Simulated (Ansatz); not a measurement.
Crystal: Au.

```xyz
1
Lattice="-1.6573 1.6573 1.6573 1.6573 -1.6573 1.6573 1.6573 1.6573 -1.6573" Properties=species:S:1:pos:R:3 pbc="T T T"
Au    0.0000    0.0000    0.0000
```

This isn't the form of Au at room conditions, which is fcc.

- Program: Ansatz 0.2.0
- Task: relaxation of cell and atoms
- Functional: r2SCAN
- Potentials or basis: Ansatz PAW
- Cutoff: 500 eV (not typed: the program's choice for these potentials)
- k mesh: 11 × 11 × 11
- Occupations: fermi-dirac, width 0.05 eV
- Spin: no spin polarisation

At the start: volume 18.21 Å³/atom.

**Question.** Where does the relaxation end?

**Answer.** It ends after 4 steps and the volume is 17.67 Å³/atom (-3.0 %); space group Im-3m (No. 229, to 0.05 Å).

The path:
| step | energy change (eV) | largest force (eV/Å) | volume (Å³) |
| --- | --- | --- | --- |
| 1 | 0.0000 | 0.0000 | 18.21 |
| 2 | -0.0074 | 0.0000 | 17.73 |
| 3 | -0.0075 | 0.0000 | 17.67 |
| 4 | -0.0073 | 0.0000 | 17.67 |

Final structure:
```
CELL_PARAMETERS angstrom
-1.64067 1.64067 1.64067
1.64067 -1.64067 1.64067
1.64067 1.64067 -1.64067
ATOMIC_POSITIONS crystal
Au 0.00000 0.00000 0.00000
```

Caveat: the plane-wave basis is chosen anew once the cell has moved, so the energies of steps on either side of that aren't comparable; the PAW data sets come from PBE, with cores solved anew for the run's functional, which leaves a small shift of forces and pressure.
